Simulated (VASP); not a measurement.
Input of a VASP 6.6.1 run:

INCAR

```
SYSTEM = HfO2
PREC     = Accurate       ! precision mode
ENCUT    = 600            ! plane-wave cutoff, eV
EDIFF    = 1E-7           ! SCF threshold, eV
ISMEAR   = 0              ! smearing method
SIGMA    = 0.02           ! smearing width, eV
LREAL    = .False.        ! projectors in reciprocal space
LASPH    = .True.         ! aspherical terms in the spheres
NELM     = 100            ! most SCF steps
ALGO     = Normal         ! electronic algorithm
ISIF     = 3              ! what is computed and relaxed
LWAVE    = .False.        ! write WAVECAR
LCHARG   = .False.        ! write CHGCAR
METAGGA  = R2SCAN         ! meta-GGA
LMIXTAU  = .True.       
LUSE_VDW = .True.       
IVDW_NL  = 2            
BPARAM   = 11.95        
CPARAM   = 0.0093       
IBRION   = 2              ! ionic algorithm
NSW      = 90             ! ionic steps
EDIFFG   = -0.005         ! ionic threshold
```

KPOINTS

```
regular mesh
0
Gamma
  8 8 8
  0 0 0
```

Contents of POSCAR:

```
HfO2
1.0
    0.0000000000      2.5160796100      2.5160796100
    2.5160796100      0.0000000000      2.5160796100
    2.5160796100      2.5160796100      0.0000000000
Hf O
1 2
Direct
    0.0000000000      0.0000000000      0.0000000000
    0.7500000000      0.7500000000      0.7500000000
    0.2500000000      0.2500000000      0.2500000000
```

Potentials or basis: VASP PAW PBE potentials, release 64 (Hf_pv, O).

The run is started by

```bash
$ cat potpaw_PBE.64/Hf_pv/POTCAR potpaw_PBE.64/O/POTCAR > POTCAR
$ mpirun -np 1 vasp_std > vasp.out
```

Task: Estimate the relaxed volume.

Result: 10.56 Å³/atom.

Task: What does it give for the band gap on the k mesh?

Result: 4.34 eV, direct.

The path:
```tsv
step	energy change (eV)	largest force (eV/Å)	pressure (GPa)	volume (Å³)
1	0.0000	0.0000	-1.52	31.86
2	0.0017	0.0000	2.65	31.40
3	-0.0008	0.0000	-0.08	31.69
4	-0.0008	0.0000	0.01	31.68
```

Caveat: the PAW data sets were made with another functional, which shifts forces and pressure a little; spin-orbit coupling is left out, which moves the levels of the heavy elements. r2SCAN opens gaps a little over a GGA but as a rule still falls short of measured ones.
